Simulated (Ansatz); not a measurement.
Sb:

```
Sb
1.0
     2.15420    1.24373    3.75800
    -2.15420    1.24373    3.75800
     0.00000   -2.48746    3.75800
Sb
2
Direct
  0.76651 0.76651 0.76651
  0.23349 0.23349 0.23349
```

- Program: Ansatz 0.2.0
- Task: relaxation of cell and atoms
- Functional: PBE
- Dispersion: D3(BJ)
- Potentials or basis: Ansatz PAW
- Cutoff: 420 eV (not typed: the program's choice for these potentials)
- k mesh: 8 × 8 × 8
- Occupations: fermi-dirac, width 0.05 eV
- Spin: no spin polarisation

At the start: volume 30.21 Å³/atom.

Problem. How do energy, volume and symmetry change on relaxing?

Solution. It ends after 5 steps and the volume is 29.80 Å³/atom (-1.3 %); space group R-3m (No. 166, to 0.05 Å).

Step by step:
```csv
step,energy change (eV),largest force (eV/Å),volume (Å³)
1,0.0000,0.1582,60.41
2,-0.0038,0.0696,60.18
3,-0.0057,0.0173,59.73
4,-0.0059,0.0048,59.60
5,-0.0058,0.0049,59.60
```

Final structure:
```
CELL_PARAMETERS angstrom
2.16323 1.24894 3.67644
-2.16323 1.24894 3.67644
0.00000 -2.49788 3.67644
ATOMIC_POSITIONS crystal
Sb 0.76419 0.76419 0.76419
Sb 0.23581 0.23581 0.23581
```

Caveat: the plane-wave basis is chosen anew once the cell has moved, so the energies of steps on either side of that aren't comparable.
